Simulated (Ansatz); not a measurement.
MgF$_{2}$:
```xyz
6
Lattice="4.6260 0.0000 0.0000 0.0000 4.6260 0.0000 0.0000 0.0000 3.0493" Properties=species:S:1:pos:R:3 pbc="T T T"
Mg     2.3130     2.3130     1.5246
Mg     0.0000     0.0000     0.0000
F      3.2246     3.2246     0.0000
F      1.4014     1.4014     0.0000
F      3.7143     0.9116     1.5246
F      0.9116     3.7143     1.5246
```

Relaxed with r²SCAN. Independent-particle spectrum: no excitons, no local fields, no scissors shift; 0.1 eV broadening; ε₁ of the summed bands alone.

### Question
Tabulate the dielectric function from plane-wave PAW r²SCAN (Ansatz code).

### Answer


```tsv
E (eV)	ε₁ xx	ε₂ xx	ε₁ zz	ε₂ zz
0.0	1.74	0.00	1.78	0.00
0.4	1.74	0.00	1.78	0.00
0.8	1.74	0.00	1.79	0.00
1.2	1.74	0.00	1.79	0.00
1.6	1.75	0.00	1.79	0.00
2.0	1.75	0.00	1.80	0.00
2.4	1.76	0.00	1.80	0.00
2.8	1.76	0.00	1.81	0.00
3.2	1.77	0.00	1.82	0.00
3.6	1.78	0.00	1.83	0.00
4.0	1.79	0.00	1.84	0.00
4.4	1.81	0.00	1.86	0.00
4.8	1.82	0.00	1.88	0.00
5.2	1.84	0.00	1.89	0.00
5.6	1.86	0.00	1.92	0.00
6.0	1.89	0.00	1.94	0.00
6.4	1.92	0.00	1.97	0.00
6.8	1.95	0.00	2.01	0.00
7.2	2.00	0.00	2.05	0.00
7.6	2.06	0.00	2.10	0.00
8.0	2.15	0.00	2.18	0.00
8.4	2.38	0.08	2.29	0.00
8.8	2.35	0.34	2.55	0.11
9.2	2.29	0.45	2.51	0.39
9.6	2.23	0.52	2.45	0.51
10.0	2.19	0.57	2.40	0.60
10.4	2.15	0.62	2.35	0.66
10.8	2.12	0.66	2.31	0.72
11.2	2.09	0.69	2.28	0.78
11.6	2.07	0.72	2.25	0.82
12.0	2.06	0.76	2.24	0.87
```

### Question
From ε at 8.6 eV (xx: 2.39 + 0.25i), find n, k, the normal reflectivity and the absorption coefficient.

### Answer
n = 1.55, k = 0.081, R = 5 %, α = 2kE/ħc = 71000 cm⁻¹.

With all bands, ε∞ without local fields is 1.94 (xx = yy), 1.98 (zz). DFPT, with local fields, gives 1.94 (xx = yy), 1.97 (zz).

Space group P4_2/mnm (rutile). The r²SCAN relaxation kept the symmetry of its start.

Potentials: the earlier of the program's two PAW sets. The files were generated under PBE; for other functionals the program regenerates the frozen cores, and for LDA and PBEsol the local potential too.
